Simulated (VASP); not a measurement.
Crystal: FeSi2 (Linzhiite).

```
Fe Si
1.0
     2.68400    0.00000    0.00000
     0.00000    2.68400    0.00000
     0.00000    0.00000    5.12800
Fe Si
1 2
Cartesian
  0.0000 0.0000 0.0000
  1.3420 1.3420 1.3846
  1.3420 1.3420 3.7434
```

| Quantity | Value |
| --- | --- |
| Program | VASP 6.6.1 |
| Task | relaxation of cell and atoms |
| Functional | LDA |
| Potentials or basis | VASP PAW LDA potentials, release 64 (Fe, Si) |
| Cutoff | 600 eV |
| k mesh | 14 × 14 × 8 |
| Occupations | methfessel-paxton, width 0.1 eV |
| Spin | no spin polarisation |

At the start: pressure -5.4 GPa; volume 12.31 Å³/atom.

Question: Where does the relaxation end?

Answer: Over 7 steps the energy falls by 6.5 meV/atom and the volume is 11.97 Å³/atom (-2.8 %); space group P4/mmm (No. 123, to 0.05 Å).

Step by step:
| step | energy change (eV) | largest force (eV/Å) | pressure (GPa) | volume (Å³) |
| --- | --- | --- | --- | --- |
| 1 | 0.0000 | 0.1184 | -5.45 | 36.94 |
| 2 | 0.0101 | 0.1967 | 7.76 | 34.75 |
| 3 | -0.0187 | 0.1634 | 0.04 | 35.94 |
| 4 | -0.0187 | 0.1638 | 0.16 | 35.92 |
| 5 | -0.0193 | 0.0748 | 0.03 | 35.90 |
| 6 | -0.0195 | 0.0000 | 0.03 | 35.91 |
| 7 | -0.0195 | 0.0001 | -0.11 | 35.92 |

Final structure:
```yaml
crystal:
  lattice:
    - [2.66111, 0.00000, 0.00000]
    - [0.00000, 2.66111, 0.00000]
    - [0.00000, 0.00000, 5.07200]
  atoms:
    - { symbol: Fe, position: [0.00000, 0.00000, 0.00000] }
    - { symbol: Si, position: [0.50000, 0.50000, 0.27154] }
    - { symbol: Si, position: [0.50000, 0.50000, 0.72846] }
```
